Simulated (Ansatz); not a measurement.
Input and command of a plane-wave DFT calculation in Ansatz:

```yaml
crystal:
  lattice:
    - [4.035948242, -0.0031561106, 0.0146195375]
    - [-0.0031561106, 4.003804252, -0.0436906273]
    - [0.0146197174, -0.043691165, 4.0055284684]
  atoms:
    - { symbol: Ba, position: [-6.521e-07, -0.0088992771, 0.0071687811] }
    - { symbol: Ti, position: [0.4839311396, 0.4859352571, 0.4807513754] }
    - { symbol: O, position: [0.5323418355, 0.5175077529, -0.0050253734] }
    - { symbol: O, position: [0.4960091283, 0.0088418169, 0.4857628591] }
    - { symbol: O, position: [-0.0122814513, 0.4966144502, 0.5313423578] }
basis:
  ecutwfc: 420
kpoints:
  mp_grid: { grid: [8, 8, 8] }
hamiltonian:
  xc: pbe
scf:
  occupations: { method: gaussian, width: 0.05 }
output:
  forces: true
  stress: true
  eigenvalues: true
```

```bash
ansatz run input.yaml --threads 2 --pin off --max-ram 5120MiB --backend cpu --events-out ev --progress --plain --runs-dir out
```

Processor: Intel(R) Xeon(R) Platinum 8259CL CPU @ 2.50GHz (Skylake/Cascade Lake), 2 threads, on a host shared with other jobs.

Task: How long does it run, and how much memory does it take?

Result: About 21 s on 2 threads of Intel(R) Xeon(R) Platinum 8259CL CPU @ 2.50GHz (Skylake/Cascade Lake) (shared host), peak memory 0.72 GiB. It solves 25 bands at 260 k points (the mesh reduced by symmetry) with about 1277 plane waves, in 6 SCF iterations.
